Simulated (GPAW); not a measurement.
A run of GPAW 26.7.0 is set up as follows.

Contents of run.py:

```python
import numpy as np
from ase import Atoms
from ase.dft.bandgap import bandgap
from ase.io import write
from gpaw import GPAW, PW
from gpaw.response.df import DielectricFunction

atoms = Atoms(['W', 'S', 'S'],
              cell=[[3.1835163552, 0.0, 0.0],
                    [-1.5917581776, 2.7570060369, 0.0],
                    [0.0, 0.0, 16.95057789]],
              scaled_positions=[[0.0, 0.0, 0.0],
                                [0.3333333333, 0.6666666667, 0.09200051],
                                [0.3333333333, 0.6666666667, 0.90799949]],
              pbc=True)

calc = GPAW(mode=PW(450),
            xc='LDA',
            kpts={'size': (8, 8, 2), 'gamma': True},
            occupations={'name': 'fermi-dirac', 'width': 0.001},
            nbands=25,
            convergence={'density': 1e-06},
            maxiter=150,
            txt='gpaw.txt')
atoms.calc = calc
energy = atoms.get_potential_energy()
calc.write('gs.gpw')
write('result.traj', atoms)
print(f'Energy: {energy:.6f} eV')
print('Fermi level:', round(calc.get_fermi_level(), 4), 'eV')
print(f'Gap: {bandgap(calc)[0]:.4f} eV, direct: {bandgap(calc, direct=True)[0]:.4f} eV')

for size in [(17, 17, 3), (24, 24, 4)]:
    name = 'x'.join(str(n) for n in size)
    dense = calc.fixed_density(kpts={'size': size, 'gamma': True},
                               nbands=49, convergence={'bands': 43, 'eigenstates': 1e-7},
                               update_fermi_level=True, txt=f'dense-{name}.txt')
    dense.write(f'{name}.gpw', mode='all')
    df = DielectricFunction(f'{name}.gpw', frequencies=np.array([0.0]), hilbert=False, eta=0.001,
                            ecut=80, nbands=43, intraband=False, txt=f'df-{name}.txt')
    for xc in ['RPA', 'LR0.3', 'ALDA']:
        for direction in ['x', 'y', 'z', [0, 1, 1], [1, 0, 1], [1, 1, 0]]:
            e0, e = df.get_macroscopic_dielectric_constant(xc=xc, direction=direction)
            print(f'{name} {xc} {direction}: {e0:.4f} without, {e:.4f} with local fields')
```

Potentials or basis: the program's PAW data sets (release 1.2.1) made for this functional, pw.

Launch:

```bash
$ OMP_NUM_THREADS=1 python run.py
```

Problem. Predict the electronic dielectric tensor (diagonal).

Solution. 5.14, 5.14, 1.38.

Problem. Predict the band gap on the k mesh.

Solution. 2.04 eV, indirect (least direct gap 2.23 eV).

Electronic dielectric tensor:
```
5.14 0.00 0.00
0.00 5.14 0.00
0.00 0.00 1.38
```

Caveat: the long-wavelength limit can be off by several per cent where d states take part; spin-orbit coupling is left out, which moves the levels of the heavy elements. As with any semilocal functional, this LDA gap is likely too small.
